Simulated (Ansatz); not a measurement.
Write the native input for Ansatz 0.2.0 that does the following.

```
Task                : band structure
Functional          : PBE
Potentials or basis : all-electron LAPW, scalar-relativistic
Cutoff              : 315 eV (chosen from the basis error)
Basis error allowed : 0.001 eV/atom
k mesh              : 10 × 10 × 10
Occupations         : fermi-dirac, width 0.05 eV
Spin                : no spin polarisation
```

BAs:

```
CELL_PARAMETERS angstrom
0.00000 2.38850 2.38850
2.38850 0.00000 2.38850
2.38850 2.38850 0.00000
ATOMIC_POSITIONS crystal
As 0.75000 0.75000 0.75000
B 0.00000 0.00000 0.00000
```

One way to write it, as run:

input.yaml

```yaml
crystal:
  lattice:
    - [0.0, 2.3885, 2.3885]
    - [2.3885, 0.0, 2.3885]
    - [2.3885, 2.3885, 0.0]
  atoms:
    - { symbol: As, position: [0.75, 0.75, 0.75] }
    - { symbol: B, position: [0.0, 0.0, 0.0] }
kpoints:
  mp_grid: { grid: [10, 10, 10] }
  band_path:
    path:
      - [0.0, 0.0, 0.0]
      - [0.5, 0.0, 0.5]
      - [0.5, 0.25, 0.75]
      - [0.375, 0.375, 0.75]
      - [0.0, 0.0, 0.0]
      - [0.5, 0.5, 0.5]
      - [0.625, 0.25, 0.625]
      - [0.5, 0.25, 0.75]
    npoints: 12
scf:
  occupations: { method: fermi_dirac, width: 0.05 }
hamiltonian:
  xc: pbe
  pseudopotentials: { kind: all_electron, lapw: { basis_error: 0.001 } }
output:
  forces: true
  stress: true
  eigenvalues: true
```

Potentials or basis: all-electron LAPW, scalar-relativistic.

Run with:

```bash
$ ansatz run input.yaml --threads 1 --pin off --max-ram 3072MiB --backend cpu --events-out ev --progress --plain --runs-dir out
```

It gave:

* Pressure: 2.7 GPa
* Band gap on the k mesh: 1.19 eV, indirect (least direct gap 3.28 eV)
* Band gap along the path: 1.19 eV, indirect (least direct gap 3.28 eV)

Wall time 15 s on 1 thread of Arm Neoverse V1 (shared host), peak memory 0.26 GiB.
